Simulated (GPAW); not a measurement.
# Pb: single point with PBE

Crystal: Pb.

```
Pb
1.0
     3.48000    0.00000    0.00000
    -1.74000    3.01377    0.00000
     0.00000    0.00000    5.59000
Pb
2
Direct
  0.66667 0.33333 0.75000
  0.33333 0.66667 0.25000
```

This isn't the form of Pb at room conditions, which is fcc.

```yaml
Program: GPAW 26.7.0
Task: single point
Functional: PBE
Potentials_or_basis: GPAW PAW data sets (gpaw-data 1.2.1)
Cutoff: 450 eV
Basis: pw
k_mesh: 7 × 7 × 4
Occupations: fermi-dirac, width 0.05 eV
Spin: no spin polarisation
Maxiter: 120
Convergence: default
```

- Pressure: 2.5 GPa
- Band gap on the k mesh: none (metal or under the smearing width)

Stress tensor (GPa, compression positive):
```
2.79 0.00 0.00
0.00 2.79 0.00
0.00 0.00 1.88
```

Levels at points of the mesh, in eV from the Fermi level:
```tsv
k point	band 10	band 11	band 12	band 13	band 14	band 15	band 16	band 17	band 18	band 19
(0.00, 0.00, 0.00)	-16.93	-12.05	-8.05	-4.46	5.42	5.42	7.32	7.32	7.99	8.68
(0.00, 0.00, 0.50)	-17.00	-10.77	-10.77	0.89	0.89	6.33	6.33	6.33	6.33	9.14
```

Run time: 24 s on 1 thread of Intel(R) Xeon(R) Platinum 8259CL CPU @ 2.50GHz (Skylake/Cascade Lake), with other jobs on the host, peak memory 0.15 GiB.

Caveat: the cutoff is short for stress and forces, so pressures can be off by a GPa or more. The run has no spin-orbit coupling, so splittings on Pb are missing.
